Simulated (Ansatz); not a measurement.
# KBr: band gap under strain

How does strain move the band edges of the known phase of KBr with 2 atoms a cell, and do the functionals agree on it? States: no strain; -4.6 % equal strain in all directions; -0.9 % strain along z alone.

Program: Ansatz 0.2.0. PAW datasets, plane waves. (Simulation; spin polarisation is off.)

### Step 1. The structure to begin with

The unstrained cell was relaxed with r2SCAN; in each strained cell the atoms were relaxed again with r2SCAN. Names of k-points are those of the unstrained zone, where strain can split equivalent points. First state: no strain.

Space group Fm-3m (No. 225), cubic; conventional cell a = 6.605 Å, 36.02 Å³ an atom. K has 6 Br at 3.30 Å; Br has 6 K at 3.30 Å.

As a file:

```
CELL_PARAMETERS angstrom
0.00000 3.30244 3.30244
3.30244 0.00000 3.30244
3.30244 3.30244 0.00000
ATOMIC_POSITIONS crystal
K 0.00000 0.00000 0.00000
Br 0.50000 0.50000 0.50000
```

### Step 2. No strain: PBE

File input.yaml:

```yaml
crystal:
  lattice:
    - [0.0, 3.302438701, 3.302438701]
    - [3.302438701, 0.0, 3.302438701]
    - [3.302438701, 3.302438701, 0.0]
  atoms:
    - { symbol: K, position: [0.0, 0.0, 0.0] }
    - { symbol: Br, position: [0.5, 0.5, 0.5] }
kpoints:
  mp_grid: { grid: [6, 6, 6] }
  band_path:
    path:
      - [0.0, 0.0, 0.0]
      - [0.5, 0.0, 0.5]
      - [0.625, 0.25, 0.625]
      - [0.375, 0.375, 0.75]
      - [0.5, 0.5, 0.5]
      - [0.5, 0.25, 0.75]
    npoints: 1
hamiltonian:
  xc: pbe
scf:
  occupations: { method: fermi_dirac, width: 0.02 }
  n_extra_bands: 4
output:
  forces: true
  stress: true
  eigenvalues: true
```

Launch:

```bash
> ansatz run input.yaml --threads 4 --pin off --max-ram 4608MiB --backend cpu --events-out ev --progress --plain --runs-dir out
```

Further steps of the session: No strain: r2SCAN; No strain: HSE06; No strain: G0W0@PBE; -4.6 % equal strain in all directions: PBE; -4.6 % equal strain in all directions: r2SCAN; -4.6 % equal strain in all directions: HSE06; -4.6 % equal strain in all directions: G0W0@PBE; -0.9 % strain along z alone: PBE; -0.9 % strain along z alone: r2SCAN; -0.9 % strain along z alone: HSE06; -0.9 % strain along z alone: G0W0@PBE.

Q: Predict the outcome of this session.

**Answer**, as computed:

Least gap in eV (negative: overlap), with the change from the unstrained cell in brackets. G0W0 is on its own coarse mesh.

| state | volume change (%) | PBE | r2SCAN | HSE06 | G0W0 |
| --- | --- | --- | --- | --- | --- |
| no strain | +0.0 | 4.43 | 5.07 | 5.60 | 6.99 |
| -4.6 % equal strain in all directions | -13.1 | 4.84 (+0.41) | 5.51 (+0.44) | 6.04 (+0.44) | 7.34 (+0.35) |
| -0.9 % strain along z alone | -0.9 | 4.45 (+0.02) | 5.09 (+0.02) | 5.62 (+0.02) | 7.01 (+0.02) |

**Reading.** With HSE06, of the states in the table -4.6 % equal strain in all directions shifts the gap most, by +0.446 eV. PBE and HSE06 differ by 1.17 eV on the unstrained gap, and by at most 0.04 eV on its change: the two disagree on the size of the gap but agree on its response to strain. G0W0 here is at a finite number of bands, screening cutoff and k mesh, not at the basis limit.
